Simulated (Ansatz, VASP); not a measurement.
# Two plane-wave programs on BeTe

```
Te Be
1.0
     0.00000    2.77000    2.77000
     2.77000    0.00000    2.77000
     2.77000    2.77000    0.00000
Te Be
1 1
Direct
  0.75000 0.75000 0.75000
  0.00000 0.00000 0.00000
```

Alike in both runs: task single point; functional PBE; k mesh 8 × 8 × 8; occupations gaussian, width 0.012 eV; no spin polarisation.

|  | VASP | Ansatz |
| --- | --- | --- |
| version | VASP 6.6.1 | Ansatz 0.2.0 |
| potentials or method | VASP PAW PBE potentials, release 64 (Te, Be) | Ansatz PAW |
| plane-wave cutoff (eV) | 520 | 420 |
| valence electrons in the cell | 8 | 18 |

VASP gave:

| Item | Value |
| --- | --- |
| gap on the k mesh at the Fermi level (eV) | 1.85 |
| least direct gap on the mesh (eV) | 3.56 |
| pressure (GPa) | 4.5 |

Question: Which values does Ansatz return?

Answer: gap on the k mesh at the Fermi level (eV): 1.86; least direct gap on the mesh (eV): 3.59; pressure (GPa): 4.3.

The two sets of potentials don't hold the same shells in valence.

Caveats: spin-orbit coupling is left out, which moves the levels of the heavy elements. A k mesh can miss the band edges.
